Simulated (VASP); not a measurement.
CdSe (Cadmoselite): relaxation of cell and atoms with PBE+D3(BJ)

The system is CdSe (Cadmoselite).

```
CELL_PARAMETERS angstrom
4.38255 0.00000 0.00000
-2.19128 3.79540 0.00000
0.00000 0.00000 7.15563
ATOMIC_POSITIONS crystal
Cd 0.33333 0.66667 0.00461
Cd 0.66667 0.33333 0.50461
Se 0.33333 0.66667 0.38039
Se 0.66667 0.33333 0.88039
```

- Program: VASP 6.6.1
- Task: relaxation of cell and atoms
- Functional: PBE
- Dispersion: D3(BJ)
- Potentials or basis: VASP PAW PBE potentials, release 64 (Cd, Se)
- Cutoff: 600 eV
- k mesh: 9 × 9 × 6
- Occupations: gaussian, width 0.02 eV
- Spin: no spin polarisation
- Dipole correction: no
- Further INCAR settings: ALGO = Fast; EDIFF = 1e-06; IBRION = 2; EDIFFG = -0.005; NSW = 70; ISIF = 3

| Item | Value |
| --- | --- |
| Relaxed volume | 28.70 Å³/atom |
| Relaxed cell | a = 4.329 Å, b = 4.329 Å, c = 7.073 Å, α = 90.00°, β = 90.00°, γ = 120.00° |
| Space group after relaxing (to 0.05 Å) | P6_3mc (No. 186) |
| Energy gained by relaxing | 5.6 meV/atom |
| Ionic steps | 11 |
| Pressure after relaxing | 0.0 GPa |
| Largest force after relaxing | 0.004 eV/Å |
| Band gap on the k mesh | 0.62 eV, direct |
| Dispersion energy per atom | -0.311 eV |

Forces on the atoms (eV/Å):
```
Cd   0.000  0.000  0.004
Cd   0.000  0.000  0.004
Se   0.000  0.000 -0.004
Se   0.000  0.000 -0.004
```

Step by step:
| step | energy change (eV) | largest force (eV/Å) | pressure (GPa) | volume (Å³) |
| --- | --- | --- | --- | --- |
| 1 | 0.0000 | 0.0047 | -1.64 | 119.02 |
| 2 | -0.0211 | 0.0076 | 0.43 | 113.86 |
| 3 | -0.0224 | 0.0072 | 0.02 | 114.81 |
| 4 | -0.0224 | 0.0071 | -0.06 | 114.90 |
| 5 | -0.0224 | 0.0028 | -0.03 | 114.89 |
| 6 | -0.0224 | 0.0001 | -0.02 | 114.89 |
| 7 | -0.0224 | 0.0042 | -0.02 | 114.85 |
| 8 | -0.0224 | 0.0077 | 0.04 | 114.77 |
| 9 | -0.0224 | 0.0053 | -0.01 | 114.82 |
| 10 | -0.0224 | 0.0057 | 0.00 | 114.81 |
| 11 | -0.0224 | 0.0040 | 0.01 | 114.81 |

Final structure:
```cif
data_structure
_symmetry_space_group_name_H-M 'P 1'
_symmetry_Int_Tables_number 1
_cell_length_a 4.3292
_cell_length_b 4.3292
_cell_length_c 7.0731
_cell_angle_alpha 90.000
_cell_angle_beta 90.000
_cell_angle_gamma 120.000
_cell_volume 114.81
loop_
_atom_site_label
_atom_site_type_symbol
_atom_site_fract_x
_atom_site_fract_y
_atom_site_fract_z
_atom_site_occupancy
Cd1 Cd 0.33333 0.66667 0.00475 1
Cd2 Cd 0.66667 0.33333 0.50475 1
Se1 Se 0.33333 0.66667 0.38025 1
Se2 Se 0.66667 0.33333 0.88025 1
```

Levels at points of the mesh, in eV from the valence-band top:
```csv
k point,band 15,band 16,band 17,band 18,band 19,band 20,band 21,band 22
"(0.00, 0.00, 0.00)",-0.73,-0.05,0.00,0.00,0.62,2.19,5.86,5.86
"(0.00, 0.00, 0.50)",-0.38,-0.38,-0.38,-0.38,2.34,2.34,5.82,5.82
```

Run time: 10 min on 1 thread of AMD EPYC 7R13 Processor (Zen 3) (shared host), peak memory 0.35 GiB.

PBE gaps usually lie below the measured ones, often by a third to a half.
